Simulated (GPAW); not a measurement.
# SiC (Moissanite): optical spectrum from first principles

Aim: the dielectric function of SiC (Moissanite), and the optical constants that follow from it.

Program: GPAW 26.7.0. Level of theory: DFT, PBE, plane-wave PAW (GPAW data sets), scalar-relativistic, RPA, optical limit. Results are calculated unless marked as measured.

## Step 1: The starting structure

Symmetry: P6_3mc, No. 186, hexagonal system. Conventional cell: a = 3.076 Å, b = 3.076 Å, c = 5.048 Å, α = 90.00°, β = 90.00°, γ = 120.00°. Nearest to Si lie 4 C at 1.87 to 1.94 Å. Nearest to C lie 4 Si at 1.87 to 1.94 Å. Farther neighbours are not listed.

## Step 2: Ground state

The self-consistent density comes first; it also tells whether there is a gap, which decides the occupations and the need for a Drude term.

This step: DFT, PBE, plane-wave PAW (GPAW data sets), scalar-relativistic, ground state (GPAW 26.7.0).

gs.py reads:

```python
from ase import Atoms
from ase.dft.bandgap import bandgap
from gpaw import GPAW, PW, FermiDirac

atoms = Atoms(['Si', 'Si', 'C', 'C'],
              cell=[[3.075999999976, 0.000000000000, 0.000000000000],
                    [-1.537999999988, 2.663894142020, 0.000000000000],
                    [0.000000000000, 0.000000000000, 5.048000000000]],
              scaled_positions=[[0.666666666667, 0.333333333333, 0.500000000000],
                                [0.333333333333, 0.666666666667, 0.000000000000],
                                [0.666666666667, 0.333333333333, 0.885000000000],
                                [0.333333333333, 0.666666666667, 0.385000000000]],
              pbc=[True, True, True])
atoms.calc = GPAW(mode=PW(500), xc='PBE', kpts={'size': (8, 8, 5), 'gamma': True},
                  occupations=FermiDirac(0.05), maxiter=150, txt='gs.txt')
print('energy (eV)', atoms.get_potential_energy())
print('Fermi level (eV)', atoms.calc.get_fermi_level())
print('valence electrons', atoms.calc.get_number_of_electrons())
print('gap (eV)', bandgap(atoms.calc, output=None)[0])
print('direct gap (eV)', bandgap(atoms.calc, direct=True, output=None)[0])
atoms.calc.write('gs.gpw')
```

Launch:

```console
$ OMP_NUM_THREADS=1 python gs.py
```

nscf.py reads:

```python
from ase.dft.bandgap import bandgap
from gpaw import GPAW, FermiDirac

calc = GPAW('gs.gpw').fixed_density(kpts={'size': (12, 12, 6), 'gamma': True}, nbands=36, convergence={'bands': 30},
                                    occupations=FermiDirac(0.001), txt='nscf.txt')
print('gap (eV)', bandgap(calc, output=None)[0])
print('direct gap (eV)', bandgap(calc, direct=True, output=None)[0])
print('top band over the Fermi level (eV)', min(calc.get_eigenvalues(kpt=k)[29] for k in range(len(calc.get_ibz_k_points()))) - calc.get_fermi_level())
calc.write('full.gpw', mode='all')
```

df.py reads:

```python
from gpaw.response.df import DielectricFunction

df = DielectricFunction('full.gpw', frequencies={'type': 'nonlinear', 'domega0': 0.03, 'omega2': 8},
                        ecut=60,
                        eta=0.1,
                        nbands=30,
                        txt='df.txt')
for direction in ['x', 'z']:
    df.get_dielectric_function(xc='RPA', direction=direction, filename=f'df_{direction}.csv')
```

What does the calculation give for the electronic dielectric constant ε∞, mean over x, y and z (RPA); and main peak of Im epsilon, first axis?

At this level (PBE, RPA) SiC has a mean ε∞ = 6.80 and n = 2.58 at 1550 nm (E ∥ x), and Im ε peaks at 6.3 eV (E ∥ x). On the mesh the gap is 2.32 eV and the least direct gap 4.07 eV, so on this mesh the band edges lie at different points. Local fields change the static value along x from 7.02 to 6.61 (-6 %).

| Property | Result |
| --- | --- |
| electronic dielectric constant ε∞, mean over x, y and z (by symmetry where fewer were run) (RPA) | 6.80 |
| main peak of Im epsilon, first axis | 6.27 eV |

Distinct maxima of Im ε, read by a parabola through the highest points, lie at 6.27 eV (18), 6.82 eV (15), 7.33 eV (16) and 8.04 eV (11) for E ∥ x. The static values by axis are 6.61 (x), 7.18 (z). At 1064 nm the birefringence n(z) − n(x) is +0.114: the crystal is uniaxial positive at this level. Excitons and phonon-assisted transitions are missing; PBE gaps are as a rule too small, which pulls the onset down and ε∞ up. The sum runs over mesh points, so small or evenly spaced maxima can still be ripples of the mesh. Besides steps told in other documents, this task had 1 run with a known fault of program or setting; those not told in a step above aren't shown.

[Machine, clock and banner lines and Python warnings are left out of the logs.]

[Logs are printed without paths, hosts, clocks, repeated set-up lines and the standing remarks that a program may print on its own settings, such as how far it seeks lower states.]

[Hosts, paths, dates, database ids (printed as entryN), source tags and the programs' standing remarks are cut or masked in the printed files.]
